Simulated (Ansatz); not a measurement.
## Mg: two-dimensional strain map

Method: DFT PBE, scalar-relativistic, plane waves, PAW in Ansatz. Settings: plane waves to 420 eV, k-mesh 18×18×16 (Γ-centred), Gaussian smearing 0.15 eV. No spin polarisation. Energies are free energies at this smearing, counted from the undisturbed cell; pressure is positive in compression.

The undisturbed cell (as given, not relaxed at this level; it stands at 1.3 GPa; this form isn't the usual structure):

```yaml
crystal:
  lattice:
    - [3.05030, 0.00000, 0.00000]
    - [-1.52515, 2.64164, 0.00000]
    - [0.00000, 0.00000, 3.04484]
  atoms:
    - { symbol: Mg, position: [0.00000, 0.00000, 0.00000] }
```

The cell is strained by p along both x and y and by q along z, fractional coordinates fixed. Points are written (p, q).

Energy above the undisturbed cell in meV/atom (a dash: not computed):

| p \ q | -0.080 | -0.040 | 0.000 | 0.040 | 0.080 |
| --- | --- | --- | --- | --- | --- |
| -0.080 | 223.7 | 184.6 | 168.0 | 168.0 | 177.6 |
| -0.040 | 101.3 | ? | 47.1 | 46.6 | 57.3 |
| 0.000 | 51.8 | ? | 0.0 | 1.4 | 12.9 |
| 0.040 | 53.9 | 16.5 | 3.8 | 7.3 | 21.0 |
| 0.080 | ? | 52.5 | 41.4 | ? | 63.6 |

(1) Fill in the withheld energies.

Answers

(1) (-0.040, -0.040): 62.8; (0.000, -0.040): 14.4; (0.080, -0.080): 87.9; (0.080, 0.040): 47.3.